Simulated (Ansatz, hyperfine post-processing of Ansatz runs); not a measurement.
# Reading the 205Tl spectrum of GdTlSe2

Calculated values: DFT, PBEsol+U, plane-wave PAW, default files (PAW set soft_2), collinear spin, scalar-relativistic (Ansatz), contact and point-dipole shifts scaled to 340 K with Θ = 0 K (a pure Curie law); spin-only moments, above the ordering temperature.

```xyz
8
Lattice="-4.2156 7.3016 0.0000 -4.2156 0.0000 0.0000 -2.1078 1.2169 7.7253" Properties=species:S:1:pos:R:3 pbc="T T T"
Tl    0.0000    0.0000    0.0000
Tl   -2.1078    3.6508    0.0000
Gd   -4.2156    2.4339    3.8626
Gd   -6.3233    6.0846    3.8626
Se   -6.3233    3.6508    5.4538
Se   -8.4311    7.3016    5.4538
Se   -2.1078    1.2169    2.2714
Se   -4.2156    4.8677    2.2714
```

205Tl MAS at 7.05 T (176.1 MHz), 62.5 kHz, 340 K; contact and dipolar shift alone, no orbital or quadrupolar part; lines under 1.5 % of the strongest are left out. Lines of the NMR spectrum (strongest = 100):

```csv
position (ppm),intensity
-112963.7,5.4
-112608.7,27
-112253.8,91
-111898.8,100
-111543.8,58
-111188.9,22
-110833.9,35
-110478.9,41
-110124.0,18
-109769.0,40
-109414.0,29
-109059.1,19
-108704.1,8.0
-108349.1,2.9
```

Q: Find the isotropic shifts among the lines and assign them to the Tl sites.

Sidebands are spaced by 355 ppm (the spinning rate over the resonance of 176.1 MHz). An isotropic line need not be the tallest: it is the area-weighted centre of its own family of sidebands, and the one that stays put when the rate is changed. Isotropic shifts: -111189 ppm for atom 1 and the 1 atom equivalent to it (12 Gd through links of 94° (12) and 170° (6)), reduced anisotropy 2506 ppm.

[Logs are printed without paths, hosts, clocks, repeated set-up lines and the standing remarks that a program may print on its own settings, such as how far it seeks lower states.]

[Hosts, paths, dates, database ids (printed as entryN), source tags and the programs' standing remarks are cut or masked in the printed files.]
